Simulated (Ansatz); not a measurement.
CdS: a prediction, then the measurements

All numbers below come from Ansatz 0.2.0, DFT r2SCAN, scalar-relativistic, plane waves, PAW.

Cutoff 500 eV; k points 8×8×8 on the computed 2-atom cell (Γ-centred); Gaussian smearing, width 0.02 eV; no spin polarisation.

Relaxed structure, symmetry kept:

```cif
data_structure
_symmetry_space_group_name_H-M 'F-43m'
_symmetry_Int_Tables_number 216
_cell_length_a 5.8786
_cell_length_b 5.8786
_cell_length_c 5.8786
_cell_angle_alpha 90.000
_cell_angle_beta 90.000
_cell_angle_gamma 90.000
_cell_volume 203.15
loop_
_atom_site_label
_atom_site_type_symbol
_atom_site_symmetry_multiplicity
_atom_site_Wyckoff_symbol
_atom_site_fract_x
_atom_site_fract_y
_atom_site_fract_z
_atom_site_occupancy
Cd1 Cd 4 a 0.00000 0.00000 0.00000 1
S1 S 4 d 0.25000 0.25000 0.75000 1
```

- Space group: F-43m (No. 216)
- Volume per atom: 25.39 Å³
- Formation energy from the elements' standard states (uncorrected): -0.807 eV/atom
- Generalised Kohn–Sham band gap: 1.54 eV, direct at Γ
- Löwdin character of the top 1 eV of the valence band: S 3p 90 %
- Löwdin character of the lowest 1 eV of the conduction band: Cd 5s 59 %, S 3s 21 %, S 3p 17 %
- Electron masses at the edge by Cartesian direction of the standard setting (m_e; degenerate bands sorted by energy; no spin-orbit coupling): x: 0.15; y: 0.15; z: 0.15
- Hole masses at the edge by Cartesian direction of the standard setting (m_e; degenerate bands sorted by energy; no spin-orbit coupling): x: 0.79, 0.79, 0.17; y: 0.79, 0.79, 0.17; z: 0.79, 0.79, 0.17
- Bulk modulus: 60 GPa
- Its pressure derivative: 4.5
- Electronic dielectric constant xx, yy, zz of the standard setting (independent particles): 5.7, 5.7, 5.7
- Bader charges (e): Cd (1 in the cell) 0.94, S (1 in the cell) -0.94

**Measured values to compare with.**

A printed reference work, monograph reports, for a bulk crystal of CdS at 300 K: lattice constant a 5.825 Å.

A measured lattice constant a of CdS is 5.825 Å (300 K; a printed reference work, monograph); the calculated 5.879 Å misses it by +0.9 %. The calculation is for 0 K without zero-point motion.

This zinc-blende form isn't the usual stable structure of the compound.

Cost: 12 runs of about 1.4 core-minutes in all, on Intel Xeon 6975P-C (Granite Rapids) (shared hosts).